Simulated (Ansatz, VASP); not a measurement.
Two plane-wave programs on Cr

```
Cr
1.0
     2.69578    0.00000    0.00000
    -1.34789    2.33462    0.00000
     0.00000    0.00000    4.38040
Cr
2
Direct
  0.66667 0.33333 0.75000
  0.33333 0.66667 0.25000
```

This isn't the form of Cr at room conditions, which is bcc.

Alike in both runs: task single point; functional PBEsol; k mesh 11 × 11 × 6; occupations fermi-dirac, width 0.05 eV; collinear spin.

```csv
,VASP,Ansatz
version,VASP 6.6.1,Ansatz 0.2.0
potentials or method,"VASP PAW PBE potentials, release 64 (Cr_pv)",Ansatz PAW
plane-wave cutoff (eV),520,420
valence electrons in the cell,24,28
```

|  | VASP | Ansatz | Ansatz less VASP |
| --- | --- | --- | --- |
| gap on the k mesh at the Fermi level (eV) | none | none | - |
| net moment per atom (μB) | 0.77 | 0.74 | -0.024 |
| size of the moment on the site where the two differ most (μB) | 0.71 | 0.68 | -0.031 |

Site moments also hang on the region over which each program counts them. A gap of «none» marks a metal or a gap that the smearing closes. The two sets of potentials don't hold the same shells in valence.
